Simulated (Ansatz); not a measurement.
# Zr: the cost of one run

Program: Ansatz 0.2.0. Level of theory: DFT PBEsol, scalar-relativistic, plane waves, PAW. These are calculated values, not measurements.

## (1) Starting point

It takes space group Fm-3m (No. 225, cubic). The conventional cell has a = 4.529 Å, b = 4.529 Å, c = 4.529 Å, α = 90.00°, β = 90.00°, γ = 90.00°. Around Zr (site symmetry m-3m) lie 12 Zr at 3.20 Å.

Coordinates:

```
Zr
1.0
     0.00000    2.26462    2.26462
     2.26462    0.00000    2.26462
     2.26462    2.26462    0.00000
Zr
1
Cartesian
  0.0000 0.0000 0.0000
```

This is candidate A: structure listed in a database for this formula (Fm-3m, No. 225).

(A quick probe on a coarse mesh, which set the mesh and smearing, is not shown.)

## (3) A loose first relaxation (candidate A)

input.yaml

```yaml
crystal:
  lattice:
    - [0.0, 2.2646202716, 2.2646202716]
    - [2.2646202716, 0.0, 2.2646202716]
    - [2.2646202716, 2.2646202716, 0.0]
  atoms:
    - { symbol: Zr, position: [0.0, 0.0, 0.0] }
basis:
  ecutwfc: 420
kpoints:
  mp_grid: { grid: [6, 6, 6] }
hamiltonian:
  xc: pbesol
scf:
  occupations: { method: gaussian, width: 0.1 }
  lower_state_search: "off"
output:
  forces: true
  stress: true
  eigenvalues: true
relax:
  adjacent_minimum: "off"
  f_tol: 0.04
  max_steps: 70
  cell: { stress_tol: 0.4 }
```

What time and memory should one allow on 1 thread of an x86-64 CPU, shared host?

About 2.6 s, with a peak of 0.42 GiB.
